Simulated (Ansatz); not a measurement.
Compressing Ti: a fit and a missing row

Ti, P6_3/mmc, a = 2.935 Å, c = 4.638 Å. Ansatz: r2SCAN, PAW, 500 eV, Γ-centred 18×18×10 mesh on 2 atoms, Gaussian smearing 0.10 eV; no spin polarisation. Shape and atoms are relaxed at each volume; pressure is positive in compression.

```
V (Å³/atom) P (GPa)
     16.264     8.07
     16.783        ?
     17.302     0.00
     17.822    -3.28
     18.341    -6.16
```

Question: Take V0 = 17.302 Å³/atom, fit the third-order Birch–Murnaghan form to the other rows, and predict the missing pressure.

Answer: With the Eulerian strain f = ½[(V0/V)^(2/3) − 1] and y = P/[3f(1 + 2f)^(5/2)], the form is the line y = B0 + 1.5 B0 (B0′ − 4) f. Rows (f, y): 0.02105, 115.3; -0.00977, 117.6; -0.01907, 118.7. Means f = -0.002597, y = 117.20; Σ(Δf)² = 0.0008820, ΣΔfΔy = -0.07251; the slope is their ratio. y = 117.0 − 82.21 f GPa, so B0 = 117.0 GPa and B0′ = 4 + 2 × (-82.21)/(3 × 117.0) = 3.53. At V = 16.783, f = 0.01026, y = 116.16 and P = 3.76 GPa. The run gave 3.76 GPa, the same to the digits shown.